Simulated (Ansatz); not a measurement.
**W: a sweep of the k mesh**

Aim: hold W and all else fixed and vary the k mesh, to see how far energy and properties move.

Program: Ansatz 0.2.0. Level of theory: DFT PBE, with the methods named in each step. These are calculated values, not measurements.

1 further run of the same task is left out (set aside as unsound or not needed).

## Step 1: The starting structure

It takes space group Fm-3m (No. 225, cubic). Conventional cell: a = 4.036 Å, b = 4.036 Å, c = 4.036 Å, α = 90.00°, β = 90.00°, γ = 90.00°. W (site symmetry m-3m) has 12 W at 2.85 Å as nearest neighbours.

Coordinates:

```cif
data_structure
_symmetry_space_group_name_H-M 'Fm-3m'
_symmetry_Int_Tables_number 225
_cell_length_a 4.0365
_cell_length_b 4.0365
_cell_length_c 4.0365
_cell_angle_alpha 90.000
_cell_angle_beta 90.000
_cell_angle_gamma 90.000
_cell_volume 65.77
loop_
_atom_site_label
_atom_site_type_symbol
_atom_site_symmetry_multiplicity
_atom_site_Wyckoff_symbol
_atom_site_fract_x
_atom_site_fract_y
_atom_site_fract_z
_atom_site_occupancy
W1 W 4 a 0.00000 0.00000 0.00000 1
```

The file gives the conventional cell by its symmetry; the runs use the cell typed in the input.

The structure (fcc type) was typed from a prototype and relaxed by PAW; whether it is the ground state wasn't tested.

## Step 2: With k mesh [5, 5, 5]

File input.yaml:

```yaml
crystal:
  lattice:
    - [0.0, 2.0182384195, 2.0182384195]
    - [2.0182384195, 0.0, 2.0182384195]
    - [2.0182384195, 2.0182384195, 0.0]
  atoms:
    - { symbol: W, position: [0.0, 0.0, 0.0] }
kpoints:
  mp_grid: { grid: [5, 5, 5] }
scf:
  occupations: { method: fermi_dirac, width: 0.05 }
hamiltonian:
  xc: pbe
  pseudopotentials: { kind: all_electron, lapw: { basis_error: 0.00025 } }
output:
  forces: true
  stress: true
  eigenvalues: true
```

Log, cut to the lines that bear on the results:

```text
LAPW: plane waves up to 8.862 Å⁻¹, error target 2.5e-4 eV per atom; small_component_spin mean_spin; W in spheres of 1.427 Å, 44 of its electrons in bands, Dirac shells []
[...]
Pseudopotentials: kind: all_electron
Pseudopotential: W, LAPW, valence charge 44, Koelling and Harmon's equation, gaussian nucleus
Functional definition: PBE
[...]
Crystal: 1 atoms, lattice volume = 16.442 Å³
Basis set: ecut = 299.25081025225427 eV, 181 PW (Γ), exchange–correlation at level 2
Bands: 27, of which v1, the nominal top of the filled ones, is band 22 counted from 1 (21 counted from 0)
Symmetry: 48 space group operations
Space group: Fm-3m (ITA 225), of the structure as read, at distance tolerance 2.5e-5 Å
k-points: 10 of 125
[...]
SCF iter   1: F=—  HF=-439201.954109 eV  |F-HF|=—  |Δ(HF+E_count)|=         —  Δρ=3.05e-2  dr2=7.89e-2  ethr=1.78e-4  ⟨swp⟩=2.9  Hψ=1656  notcnv=0
[...]
the basis was enlarged: its passes take 1.4 MiB over the memory plan, 1 of 1 planned eigensolver slots
[...]
SCF iter   6: F=-439201.766109 eV  HF=-439201.766109 eV  |F-HF|=2.28e-8  |Δ(HF+E_count)|=   2.24e-7  Δρ=1.02e-5  dr2=6.26e-9  ethr=9.01e-10  ⟨swp⟩=2.6  Hψ=807  notcnv=0
[...]
SCF converged after 6 iterations
Free energy (F): -439201.766109 eV
[...]
E sigma→0 (E₀):  -439201.759051 eV
Entropy (-TS):   -0.014116 eV (-14.116 meV/atom)
Fermi energy:    27.928560 eV
[...]
--- Forces (eV/Å), atoms counted from 1 ---
  atom   1  W     -0.00000000     0.00000000    -0.00000000
[...]
--- Stress (GPa, compression-positive) ---
       -0.527543      -0.000000       0.000000
       -0.000000      -0.527543      -0.000000
        0.000000      -0.000000      -0.527543
  P = ⅓ Tr σ = -0.5275 GPa (-5.275 kbar)
--- Band table (eV; the first three rows and the last of 10) ---
[...]
```

Run time: 2.6 s. Hardware: 1 thread, shared host.

Result: pressure -0.53 GPa; no gap.

## Step 3: With k mesh [5, 5, 5], PAW files

Changes to input.yaml since step 2:

```diff
@@ -13,3 +13,3 @@
   xc: pbe
-  pseudopotentials: { kind: all_electron, lapw: { basis_error: 0.00025 } }
+  pseudopotentials: { kind: paw }
 output:
@@ -18 +18,2 @@
   eigenvalues: true
+  efg: { contact_densities: true }
```

Log, cut to the lines that bear on the results:

```text
W: output.efg is read without spin–orbit coupling, which moves field gradients at and beside such atoms by some per cent and up to a factor of two; PAW files take it under magnetization.noncollinear and magnetization.spin_orbit
[...]
Pseudopotentials: kind: paw
Pseudopotential: W, paw, valence charge 14, recommended cutoff 420 eV (normal)
Functional definition: PBE
[...]
Crystal: 1 atoms, lattice volume = 16.442 Å³
Basis set: ecut = 420 eV, 331 PW (Γ), exchange–correlation on 40×40×40 points (8 copies of the dense FFT grid, shifted against one another)
Bands: 11, of which v1, the nominal top of the filled ones, is band 7 counted from 1 (6 counted from 0)
Symmetry: 48 space group operations
Space group: Fm-3m (ITA 225), of the structure as read, at distance tolerance 2.5e-5 Å
k-points: 10 of 125
[...]
SCF converged after 6 iterations
Free energy (F): -10384.368717 eV
[...]
E sigma→0 (E₀):  -10384.361663 eV
Entropy (-TS):   -0.014107 eV (-14.107 meV/atom)
Fermi energy:    21.629382 eV
[...]
--- Forces (eV/Å), atoms counted from 1 ---
  atom   1  W     -0.00000000    -0.00000000    -0.00000000
[...]
--- Stress (GPa, compression-positive) ---
       -0.613783      -0.000000      -0.000000
       -0.000000      -0.613783       0.000000
        0.000000       0.000000      -0.613783
  P = ⅓ Tr σ = -0.6138 GPa (-6.138 kbar)
--- PAW observables at the nuclei: V_zz in 10²¹ V/m², potentials from the cell's mean, atoms counted from 1 ---
  atom   1  W  V_zz =    -0.000000   η = 0.0000   by run symmetry: forbidden
            electrostatic potential = -14820.366466 V   contact ρ = 8822114.340873 e/Å³
--- Band table (eV; the first three rows and the last of 10) ---
  k-point 0: bands = ["-52.3486", "-16.0214", "-16.0214", "-16.0214", "12.2697", "20.6785", "20.6785", "20.6785", "23.8058", "23.8058", "34.0178"]
[...]
```

Wall time 1.6 s (1 thread, shared host).

In short: pressure -0.61 GPa; no gap.

## Step 4: With k mesh [8, 8, 8]

Changes to input.yaml since step 3:

```diff
@@ -8,3 +8,3 @@
 kpoints:
-  mp_grid: { grid: [5, 5, 5] }
+  mp_grid: { grid: [8, 8, 8] }
 scf:
@@ -13,3 +13,3 @@
   xc: pbe
-  pseudopotentials: { kind: paw }
+  pseudopotentials: { kind: all_electron, lapw: { basis_error: 0.00025 } }
 output:
@@ -18,2 +18 @@
   eigenvalues: true
-  efg: { contact_densities: true }
```

Log, cut to the lines that bear on the results:

```text
LAPW: plane waves up to 8.862 Å⁻¹, error target 2.5e-4 eV per atom; small_component_spin mean_spin; W in spheres of 1.427 Å, 44 of its electrons in bands, Dirac shells []
[...]
Pseudopotentials: kind: all_electron
Pseudopotential: W, LAPW, valence charge 44, Koelling and Harmon's equation, gaussian nucleus
Functional definition: PBE
[...]
Crystal: 1 atoms, lattice volume = 16.442 Å³
Basis set: ecut = 299.25081025225427 eV, 181 PW (Γ), exchange–correlation at level 2
Bands: 27, of which v1, the nominal top of the filled ones, is band 22 counted from 1 (21 counted from 0)
Symmetry: 48 space group operations
Space group: Fm-3m (ITA 225), of the structure as read, at distance tolerance 2.5e-5 Å
k-points: 29 of 512
[...]
SCF iter   1: F=—  HF=-439201.948964 eV  |F-HF|=—  |Δ(HF+E_count)|=         —  Δρ=3.06e-2  dr2=8.06e-2  ethr=1.82e-4  ⟨swp⟩=2.9  Hψ=4812  notcnv=0
[...]
the basis was enlarged: its passes take 1.3 MiB over the memory plan, 1 of 1 planned eigensolver slots
[...]
SCF iter   8: F=-439201.754024 eV  HF=-439201.754024 eV  |F-HF|=2.20e-8  |Δ(HF+E_count)|=   2.74e-7  Δρ=2.56e-5  dr2=9.42e-8  ethr=4.38e-9  ⟨swp⟩=2.0  Hψ=2300  notcnv=0
[...]
SCF converged after 8 iterations
Free energy (F): -439201.754024 eV
[...]
E sigma→0 (E₀):  -439201.747578 eV
Entropy (-TS):   -0.012891 eV (-12.891 meV/atom)
Fermi energy:    27.472122 eV
[...]
--- Forces (eV/Å), atoms counted from 1 ---
  atom   1  W     -0.00000000     0.00000000     0.00000000
[...]
--- Stress (GPa, compression-positive) ---
        0.674457       0.000000       0.000000
        0.000000       0.674457       0.000000
        0.000000       0.000000       0.674457
  P = ⅓ Tr σ = 0.6745 GPa (6.745 kbar)
--- Band table (eV; the first three rows and the last of 29) ---
[...]
```

Wall time 6.2 s (1 thread, shared host).

Read from it: pressure 0.67 GPa; no gap.

## Step 5: With k mesh [8, 8, 8], PAW files

Changes to input.yaml since step 4:

```diff
@@ -13,3 +13,3 @@
   xc: pbe
-  pseudopotentials: { kind: all_electron, lapw: { basis_error: 0.00025 } }
+  pseudopotentials: { kind: paw }
 output:
@@ -18 +18,2 @@
   eigenvalues: true
+  efg: { contact_densities: true }
```

Log, cut to the lines that bear on the results:

```text
W: output.efg is read without spin–orbit coupling, which moves field gradients at and beside such atoms by some per cent and up to a factor of two; PAW files take it under magnetization.noncollinear and magnetization.spin_orbit
[...]
Pseudopotentials: kind: paw
Pseudopotential: W, paw, valence charge 14, recommended cutoff 420 eV (normal)
Functional definition: PBE
[...]
Crystal: 1 atoms, lattice volume = 16.442 Å³
Basis set: ecut = 420 eV, 331 PW (Γ), exchange–correlation on 40×40×40 points (8 copies of the dense FFT grid, shifted against one another)
Bands: 11, of which v1, the nominal top of the filled ones, is band 7 counted from 1 (6 counted from 0)
Symmetry: 48 space group operations
Space group: Fm-3m (ITA 225), of the structure as read, at distance tolerance 2.5e-5 Å
k-points: 29 of 512
[...]
SCF converged after 6 iterations
Free energy (F): -10384.356674 eV
[...]
E sigma→0 (E₀):  -10384.350227 eV
Entropy (-TS):   -0.012895 eV (-12.895 meV/atom)
Fermi energy:    21.172890 eV
[...]
--- Forces (eV/Å), atoms counted from 1 ---
  atom   1  W      0.00000000     0.00000000     0.00000000
[...]
--- Stress (GPa, compression-positive) ---
        0.584949       0.000000       0.000000
        0.000000       0.584949       0.000000
        0.000000       0.000000       0.584949
  P = ⅓ Tr σ = 0.5849 GPa (5.849 kbar)
--- PAW observables at the nuclei: V_zz in 10²¹ V/m², potentials from the cell's mean, atoms counted from 1 ---
  atom   1  W  V_zz =    +0.000000   η = 0.0000   by run symmetry: forbidden
            electrostatic potential = -14820.356536 V   contact ρ = 8822115.077050 e/Å³
--- Band table (eV; the first three rows and the last of 29) ---
  k-point 0: bands = ["-52.3730", "-16.0434", "-16.0434", "-16.0434", "12.2695", "20.6715", "20.6715", "20.6715", "23.7914", "23.7914", "34.0237"]
[...]
```

Wall time 2 s (1 thread, shared host).

Read from it: pressure 0.58 GPa; no gap.

## Step 6: With k mesh [12, 12, 12]

Changes to input.yaml since step 5:

```diff
@@ -8,3 +8,3 @@
 kpoints:
-  mp_grid: { grid: [8, 8, 8] }
+  mp_grid: { grid: [12, 12, 12] }
 scf:
@@ -13,3 +13,3 @@
   xc: pbe
-  pseudopotentials: { kind: paw }
+  pseudopotentials: { kind: all_electron, lapw: { basis_error: 0.00025 } }
 output:
@@ -18,2 +18 @@
   eigenvalues: true
-  efg: { contact_densities: true }
```

Log, cut to the lines that bear on the results:

```text
LAPW: plane waves up to 8.862 Å⁻¹, error target 2.5e-4 eV per atom; small_component_spin mean_spin; W in spheres of 1.427 Å, 44 of its electrons in bands, Dirac shells []
[...]
Pseudopotentials: kind: all_electron
Pseudopotential: W, LAPW, valence charge 44, Koelling and Harmon's equation, gaussian nucleus
Functional definition: PBE
[...]
Crystal: 1 atoms, lattice volume = 16.442 Å³
Basis set: ecut = 299.25081025225427 eV, 181 PW (Γ), exchange–correlation at level 2
Bands: 27, of which v1, the nominal top of the filled ones, is band 22 counted from 1 (21 counted from 0)
Symmetry: 48 space group operations
Space group: Fm-3m (ITA 225), of the structure as read, at distance tolerance 2.5e-5 Å
k-points: 72 of 1728
[...]
SCF iter   1: F=—  HF=-439201.929210 eV  |F-HF|=—  |Δ(HF+E_count)|=         —  Δρ=3.04e-2  dr2=7.91e-2  ethr=1.79e-4  ⟨swp⟩=2.9  Hψ=11972  notcnv=0
[...]
the basis was enlarged: its passes take 1.4 MiB over the memory plan, 1 of 1 planned eigensolver slots
[...]
SCF iter   8: F=-439201.741968 eV  HF=-439201.741968 eV  |F-HF|=1.84e-8  |Δ(HF+E_count)|=   2.18e-7  Δρ=2.48e-5  dr2=9.06e-8  ethr=4.05e-9  ⟨swp⟩=2.0  Hψ=5712  notcnv=0
[...]
SCF converged after 8 iterations
Free energy (F): -439201.741968 eV
[...]
E sigma→0 (E₀):  -439201.735853 eV
Entropy (-TS):   -0.012229 eV (-12.229 meV/atom)
Fermi energy:    27.569959 eV
[...]
--- Forces (eV/Å), atoms counted from 1 ---
  atom   1  W     -0.00000000     0.00000000     0.00000000
[...]
--- Stress (GPa, compression-positive) ---
       -0.295120       0.000000       0.000000
        0.000000      -0.295120      -0.000000
        0.000000      -0.000000      -0.295120
  P = ⅓ Tr σ = -0.2951 GPa (-2.951 kbar)
--- Band table (eV; the first three rows and the last of 72) ---
[...]
```

It took 13 s on 1 thread, shared host.

In short: pressure -0.30 GPa; no gap.

## Step 7: With k mesh [12, 12, 12], PAW files

Changes to input.yaml since step 6:

```diff
@@ -13,3 +13,3 @@
   xc: pbe
-  pseudopotentials: { kind: all_electron, lapw: { basis_error: 0.00025 } }
+  pseudopotentials: { kind: paw }
 output:
@@ -18 +18,2 @@
   eigenvalues: true
+  efg: { contact_densities: true }
```

Log, cut to the lines that bear on the results:

```text
W: output.efg is read without spin–orbit coupling, which moves field gradients at and beside such atoms by some per cent and up to a factor of two; PAW files take it under magnetization.noncollinear and magnetization.spin_orbit
[...]
Pseudopotentials: kind: paw
Pseudopotential: W, paw, valence charge 14, recommended cutoff 420 eV (normal)
Functional definition: PBE
[...]
Crystal: 1 atoms, lattice volume = 16.442 Å³
Basis set: ecut = 420 eV, 331 PW (Γ), exchange–correlation on 40×40×40 points (8 copies of the dense FFT grid, shifted against one another)
Bands: 11, of which v1, the nominal top of the filled ones, is band 7 counted from 1 (6 counted from 0)
Symmetry: 48 space group operations
Space group: Fm-3m (ITA 225), of the structure as read, at distance tolerance 2.5e-5 Å
k-points: 72 of 1728
[...]
SCF converged after 6 iterations
Free energy (F): -10384.344645 eV
[...]
E sigma→0 (E₀):  -10384.338531 eV
Entropy (-TS):   -0.012228 eV (-12.228 meV/atom)
Fermi energy:    21.270986 eV
[...]
--- Forces (eV/Å), atoms counted from 1 ---
  atom   1  W     -0.00000000    -0.00000000     0.00000000
[...]
--- Stress (GPa, compression-positive) ---
       -0.383725       0.000000       0.000000
        0.000000      -0.383725      -0.000000
        0.000000       0.000000      -0.383725
  P = ⅓ Tr σ = -0.3837 GPa (-3.837 kbar)
--- PAW observables at the nuclei: V_zz in 10²¹ V/m², potentials from the cell's mean, atoms counted from 1 ---
  atom   1  W  V_zz =    -0.000000   η = 0.0000   by run symmetry: forbidden
            electrostatic potential = -14820.381974 V   contact ρ = 8822110.205219 e/Å³
--- Band table (eV; the first three rows and the last of 72) ---
  k-point 0: bands = ["-52.3344", "-16.0083", "-16.0083", "-16.0083", "12.2705", "20.6888", "20.6888", "20.6888", "23.8118", "23.8118", "34.0272"]
[...]
```

It took 2.2 s on 1 thread, shared host.

This run gives: pressure -0.38 GPa; no gap.

## Step 8: With k mesh [22, 22, 22]

Changes to input.yaml since step 7:

```diff
@@ -8,3 +8,3 @@
 kpoints:
-  mp_grid: { grid: [12, 12, 12] }
+  mp_grid: { grid: [22, 22, 22] }
 scf:
@@ -13,3 +13,3 @@
   xc: pbe
-  pseudopotentials: { kind: paw }
+  pseudopotentials: { kind: all_electron, lapw: { basis_error: 0.00025 } }
 output:
@@ -18,2 +18 @@
   eigenvalues: true
-  efg: { contact_densities: true }
```

Log, cut to the lines that bear on the results:

```text
LAPW: plane waves up to 8.862 Å⁻¹, error target 2.5e-4 eV per atom; small_component_spin mean_spin; W in spheres of 1.427 Å, 44 of its electrons in bands, Dirac shells []
[...]
Pseudopotentials: kind: all_electron
Pseudopotential: W, LAPW, valence charge 44, Koelling and Harmon's equation, gaussian nucleus
Functional definition: PBE
[...]
Crystal: 1 atoms, lattice volume = 16.442 Å³
Basis set: ecut = 299.25081025225427 eV, 181 PW (Γ), exchange–correlation at level 2
Bands: 27, of which v1, the nominal top of the filled ones, is band 22 counted from 1 (21 counted from 0)
Symmetry: 48 space group operations
Space group: Fm-3m (ITA 225), of the structure as read, at distance tolerance 2.5e-5 Å
k-points: 328 of 10648
[...]
SCF iter   1: F=—  HF=-439201.932562 eV  |F-HF|=—  |Δ(HF+E_count)|=         —  Δρ=3.08e-2  dr2=8.13e-2  ethr=1.84e-4  ⟨swp⟩=3.0  Hψ=54545  notcnv=0
[...]
the basis was enlarged: its passes take 1.4 MiB over the memory plan, 1 of 1 planned eigensolver slots
[...]
SCF iter   8: F=-439201.742185 eV  HF=-439201.742185 eV  |F-HF|=1.87e-8  |Δ(HF+E_count)|=   2.31e-7  Δρ=2.47e-5  dr2=9.06e-8  ethr=4.00e-9  ⟨swp⟩=2.0  Hψ=26014  notcnv=0
[...]
SCF converged after 8 iterations
Free energy (F): -439201.742185 eV
[...]
E sigma→0 (E₀):  -439201.737158 eV
Entropy (-TS):   -0.010053 eV (-10.053 meV/atom)
Fermi energy:    27.549922 eV
[...]
--- Forces (eV/Å), atoms counted from 1 ---
  atom   1  W     -0.00000000     0.00000000     0.00000000
[...]
--- Stress (GPa, compression-positive) ---
        0.014230       0.000000       0.000000
        0.000000       0.014230      -0.000000
        0.000000      -0.000000       0.014230
  P = ⅓ Tr σ = 0.0142 GPa (0.142 kbar)
--- Band table (eV; the first three rows and the last of 328) ---
[...]
```

It took 54 s on 1 thread, shared host.

This run gives: pressure 0.01 GPa; no gap.

## Step 9: With k mesh [22, 22, 22], PAW files

Changes to input.yaml since step 8:

```diff
@@ -13,3 +13,3 @@
   xc: pbe
-  pseudopotentials: { kind: all_electron, lapw: { basis_error: 0.00025 } }
+  pseudopotentials: { kind: paw }
 output:
@@ -18 +18,2 @@
   eigenvalues: true
+  efg: { contact_densities: true }
```

Log, cut to the lines that bear on the results:

```text
W: output.efg is read without spin–orbit coupling, which moves field gradients at and beside such atoms by some per cent and up to a factor of two; PAW files take it under magnetization.noncollinear and magnetization.spin_orbit
[...]
Pseudopotentials: kind: paw
Pseudopotential: W, paw, valence charge 14, recommended cutoff 420 eV (normal)
Functional definition: PBE
[...]
Crystal: 1 atoms, lattice volume = 16.442 Å³
Basis set: ecut = 420 eV, 331 PW (Γ), exchange–correlation on 40×40×40 points (8 copies of the dense FFT grid, shifted against one another)
Bands: 11, of which v1, the nominal top of the filled ones, is band 7 counted from 1 (6 counted from 0)
Symmetry: 48 space group operations
Space group: Fm-3m (ITA 225), of the structure as read, at distance tolerance 2.5e-5 Å
k-points: 328 of 10648
[...]
SCF converged after 6 iterations
Free energy (F): -10384.344859 eV
[...]
E sigma→0 (E₀):  -10384.339833 eV
Entropy (-TS):   -0.010052 eV (-10.052 meV/atom)
Fermi energy:    21.250947 eV
[...]
--- Forces (eV/Å), atoms counted from 1 ---
  atom   1  W     -0.00000000     0.00000000    -0.00000000
[...]
--- Stress (GPa, compression-positive) ---
       -0.074035       0.000000       0.000000
        0.000000      -0.074035       0.000000
        0.000000       0.000000      -0.074035
  P = ⅓ Tr σ = -0.0740 GPa (-0.740 kbar)
--- PAW observables at the nuclei: V_zz in 10²¹ V/m², potentials from the cell's mean, atoms counted from 1 ---
  atom   1  W  V_zz =    -0.000000   η = 0.0000   by run symmetry: forbidden
            electrostatic potential = -14820.374773 V   contact ρ = 8822112.406631 e/Å³
--- Band table (eV; the first three rows and the last of 328) ---
  k-point 0: bands = ["-52.3453", "-16.0182", "-16.0182", "-16.0182", "12.2702", "20.6844", "20.6844", "20.6844", "23.8060", "23.8060", "34.0277"]
[...]
```

Wall time 4.4 s (1 thread, shared host).

Result: pressure -0.07 GPa; no gap.

## Step 10: All runs together

| k mesh | energy from the last row of the method (meV/atom) | pressure (GPa) | SCF cycles, all passes | time |
| --- | --- | --- | --- | --- |
| 5×5×5, LAPW | -21.89 | -0.53 | 6 | 2.6 s |
| 5×5×5, PAW | -21.83 | -0.61 | 6 | 1.6 s |
| 8×8×8, LAPW | -10.42 | 0.67 | 8 | 6.2 s |
| 8×8×8, PAW | -10.39 | 0.58 | 6 | 2 s |
| 12×12×12, LAPW | 1.31 | -0.30 | 8 | 13 s |
| 12×12×12, PAW | 1.30 | -0.38 | 6 | 2.2 s |
| 22×22×22, LAPW | 0.00 | 0.01 | 8 | 54 s |
| 22×22×22, PAW | 0.00 | -0.07 | 6 | 4.4 s |

Energies are those extrapolated to zero smearing.

## Step 11: Summary of results

```
                              quantity                       value
energy error of the loosest run (LAPW)              -21.9 meV/atom
                within 1 meV/atom from  no run before the tightest
    pressure, lowest to highest (LAPW)           -0.53 to 0.67 GPa
```

What this shows: At the loosest setting in the table the energy misses the tightest run by 21.9 meV/atom; even the run before the tightest is more than 1 meV/atom away, so the sweep hasn't shown convergence. Without a gap the Fermi surface must be resolved, so the energy converges slowly and unevenly with the mesh. The pressure spans 1.20 GPa (LAPW). The tightest run took 54 s against 2.6 s for the loosest. Spin-orbit coupling is left out, though the cell holds W; in elements this heavy it can shift bands and gaps by tenths of an eV.
